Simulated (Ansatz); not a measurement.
Consider ZnTe in the zinc blende structure (space group F-43m, No. 216; a = 6.179 Å).

Levels (all Ansatz, an electronic-structure program, PAW): PBE (420 eV, without spin-orbit coupling); HSE06 (420 eV, without spin-orbit coupling).

The geometry is relaxed with PBE.

- PBE lowest conduction level above the VBM at special points: Γ 1.08 eV; L 1.74 eV; X 2.30 eV

What does HSE06 give at this geometry for the lowest conduction level above the VBM at special points?

The lowest conduction level above the VBM at special points becomes Γ 2.07 eV; L 2.63 eV; X 3.10 eV (PBE: Γ 1.08 eV; L 1.74 eV; X 2.30 eV).

Single points use the geometry relaxed with PBE. The levels and masses belong to the bands next to the band gap. Whether these cells are dynamically stable was not tested.
